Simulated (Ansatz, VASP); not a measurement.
**One calculation of LiCl, two programs**

File INCAR:

```
  ALGO = Normal
  EDIFF = 1E-6
  ENCUT = 520
  GGA = PE
  ISIF = 2
  ISMEAR = 0
  LASPH = True
  LCHARG = False
  LREAL = False
  LWAVE = False
  NBANDS = 12
  NELM = 80
  PREC = Accurate
  SIGMA = 0.05
```

Contents of KPOINTS:

```
k-points
0
Gamma
  8 8 8
```

Contents of POSCAR:

```
LiCl
1.0
    0.0000000000      2.5262886000      2.6417028000
    2.5262886000      0.0000000000      2.6417028000
    2.5262886000      2.5262886000      0.0000000000
Li Cl
1 1
Direct
    0.0000000000      0.0000000000      0.0000000000
    0.5000000000      0.5000000000      0.5000000000
```

Input for Ansatz:

```yaml
crystal:
  lattice:
    - [0.0, 2.5262886, 2.6417028]
    - [2.5262886, 0.0, 2.6417028]
    - [2.5262886, 2.5262886, 0.0]
  atoms:
    - { symbol: Li, position: [0.0, 0.0, 0.0] }
    - { symbol: Cl, position: [0.5, 0.5, 0.5] }
basis:
  ecutwfc: 420
kpoints:
  mp_grid: { grid: [8, 8, 8] }
hamiltonian:
  xc: pbe
scf:
  occupations: { method: gaussian, width: 0.05 }
output:
  forces: true
  stress: true
  eigenvalues: true
```

Change from the starting cell: strain -0.015 along x and y, +0.030 along z, atoms carried along.

Alike in both runs: task single point; functional PBE; k mesh 8 × 8 × 8; occupations gaussian, width 0.05 eV; no spin polarisation.

|  | VASP | Ansatz |
| --- | --- | --- |
| version | VASP 6.6.1 | Ansatz 0.2.0 |
| potentials or method | VASP PAW PBE potentials, release 64 (Li_sv, Cl) | scalar-relativistic, plane waves, PAW |
| plane-wave cutoff (eV) | 520 | 420 |
| valence electrons in the cell | 10 | 10 |

VASP gave:

- gap on the k mesh at the Fermi level (eV): 6.28
- least direct gap on the mesh (eV): 6.28

**Question.** What did Ansatz give for the same quantities?

**Answer.** gap on the k mesh at the Fermi level (eV): 6.26; least direct gap on the mesh (eV): 6.26.

 A k mesh can miss the band edges.
